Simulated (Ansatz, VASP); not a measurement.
Al in VASP and in Ansatz

Contents of INCAR:

```
PREC     = Accurate       # precision mode
ENCUT    = 520            # plane-wave cutoff, eV
EDIFF    = 1E-6           # SCF threshold, eV
ISMEAR   = 0              # smearing method
SIGMA    = 0.15           # smearing width, eV
LREAL    = False          # projectors in reciprocal space
LASPH    = True           # aspherical terms in the spheres
NELM     = 100            # most SCF steps
ALGO     = Fast           # electronic algorithm
ISIF     = 2              # what is computed and relaxed
LWAVE    = False          # write WAVECAR
LCHARG   = True           # write CHGCAR
GGA      = PS             # functional
LELF     = True           # ELF
LVHAR    = True         
NBANDS   = 8              # bands
```

Contents of KPOINTS:

```
regular mesh
0
Gamma
  24 24 24
```

Contents of POSCAR:

```
Al
1.0
   -1.7861725054      1.7861725054      1.2628239613
    1.7861725054     -1.7861725054      1.2628239613
    1.7861725054      1.7861725054     -1.2628239613
Al
1
Direct
    0.0000000000      0.0000000000      0.0000000000
```

Input for Ansatz:

```yaml
crystal:
  lattice:
    - [-1.7861725054, 1.7861725054, 1.2628239613]
    - [1.7861725054, -1.7861725054, 1.2628239613]
    - [1.7861725054, 1.7861725054, -1.2628239613]
  atoms:
    - { symbol: Al, position: [0.0, 0.0, 0.0] }
basis:
  ecutwfc: 420
kpoints:
  mp_grid: { grid: [24, 24, 24] }
hamiltonian:
  xc: pbesol
scf:
  occupations: { method: gaussian, width: 0.15 }
output:
  forces: true
  stress: true
  eigenvalues: true
```

Alike in both runs: task single point; functional PBEsol; k mesh 24 × 24 × 24; occupations gaussian, width 0.15 eV; no spin polarisation.

|  | VASP | Ansatz |
| --- | --- | --- |
| version | VASP 6.6.1 | Ansatz 0.2.0 |
| potentials or method | VASP PAW PBE potentials, release 64 (Al) | scalar-relativistic, plane waves, PAW |
| plane-wave cutoff (eV) | 520 | 420 |
| valence electrons in the cell | 3 | 3 |

```tsv
	VASP	Ansatz	Ansatz less VASP
gap on the k mesh at the Fermi level (eV)	none	none	-
pressure (GPa)	6.2	6.1	-0.12
largest component of the traceless stress (GPa)	11.63	11.57	-0.057
```

A gap of «none» marks a metal or a gap that the smearing closes. The functional is the same, so the differences come from potentials, cutoffs and numerics.

Caveats: the PAW data sets were made with another functional, which shifts forces and pressure a little (VASP).
